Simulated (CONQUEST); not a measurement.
**AlN under changes of volume**

One of the cells (10.417 Å³/atom); the others are scaled copies at fixed shape and fractional positions:

```
Al N
1.0
     3.08863    0.00000    0.00000
     0.00000    3.08863    0.00000
     0.00000    0.00000    4.36799
Al N
2 2
Direct
  0.00000 0.00000 0.00000
  0.50000 0.50000 0.50000
  0.00000 0.50000 0.75000
  0.50000 0.00000 0.25000
```

Measurements of this composition are mostly on another form, of space group No. 186.

```yaml
Program: CONQUEST 1.3
Functional: PBEsol
Potentials_or_basis: PseudoDojo NC PBEsol, DZP, grid of 36 × 36 × 48 points
k_mesh: 9 × 9 × 6
Occupations: fermi-dirac, width 0.05 eV
Spin: no spin polarisation
```

```tsv
volume (Å³/atom)	energy over the lowest point (meV/atom)	pressure (GPa)	gap on the mesh (eV)
9.792	45.19	18.9	3.16
10.001	24.05	13.7	3.15
10.209	9.94	7.9	3.14
10.417	2.46	3.6	3.14
10.626	0.00	0.0	3.13
10.834	?	?	?
11.042	9.00	-6.8	3.11
```

Task: What does the run at 10.834 Å³/atom give?

Result: Energy over the lowest point 2.30 meV/atom; pressure -3.5 GPa; gap on the mesh 3.12 eV.

Worked out: A Birch-Murnaghan fit of order 3 (a polynomial in V^(-2/3)) to the other rows has its minimum at 10.62 Å³/atom with B0 = V·E''(V) = 186 GPa and B' = 6.2. It gives 2.48 meV/atom at 10.834 Å³/atom, against the run's 2.30, and -dE/dV = -3.5 GPa, against -3.5. A straight line through the other rows of the gap, of slope -0.392 eV per unit of ln V, gives 3.12 eV, against the run's 3.12.

Energies are extrapolated to zero smearing.

Caveats: an odd mesh through Γ misses points on the zone boundary, where band edges often lie; the basis of atomic orbitals isn't converged, which shifts pressures, moduli and gaps; the real-space grid breaks the cell's symmetry a little.
